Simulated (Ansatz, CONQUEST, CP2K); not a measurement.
**ZnCu: programs and potentials compared**

```xyz
2
Lattice="2.9450 0.0000 0.0000 0.0000 2.9450 0.0000 0.0000 0.0000 2.9450" Properties=species:S:1:pos:R:3 pbc="T T T"
Zn    1.4725    1.4725    1.4725
Cu    0.0000    0.0000    0.0000
```

Alike in all runs: task single point; functional PBEsol; k mesh 9 × 9 × 9; occupations fermi-dirac, width 0.05 eV; no spin polarisation; no spin-orbit coupling. Pressure is positive in compression and, in plane waves, holds the error of the finite cutoff, which Ansatz's Pulay term estimates and takes out.

```json
{"program and potentials": "Ansatz, Ansatz PAW", "plane-wave cutoff (eV)": "420", "notes": "potentials made for PBE, which Ansatz adapts in part; 15.5 valence electrons an atom on average; Pulay term of +0.13 GPa included", "pressure (GPa)": "-4.45"}
{"program and potentials": "CONQUEST, PseudoDojo NC PBEsol, DZP, grid cutoff 150 Ha", "plane-wave cutoff (eV)": "-", "notes": "atomic basis; 19.5 valence electrons an atom on average", "pressure (GPa)": "-2.05"}
{"program and potentials": "CP2K, POTENTIAL_UZH Zn GTH-PBE-q12, Cu GTH-PBE-q11; TZVP-MOLOPT-PBE-GTH basis", "plane-wave cutoff (eV)": "-", "notes": "atomic basis; potentials made for PBE; 11.5 valence electrons an atom on average", "pressure (GPa)": "-3.35"}
{"program and potentials": "Ansatz, all-electron LAPW, scalar-relativistic", "plane-wave cutoff (eV)": "-", "notes": "-", "pressure (GPa)": "-4.45"}
```

The pressure spans -4.45 (Ansatz, all-electron LAPW, scalar-relativistic) to -2.05 GPa (CONQUEST, PseudoDojo NC PBEsol, DZP, grid cutoff 150 Ha), with all-electron results at -4.45. Rows in atomic bases carry the error of their basis and grid, which can be large.

Differences between rows come from potentials, basis sets and numerical settings, since the functional is the same but for its coding. Runs on potential files found faulty are left out.
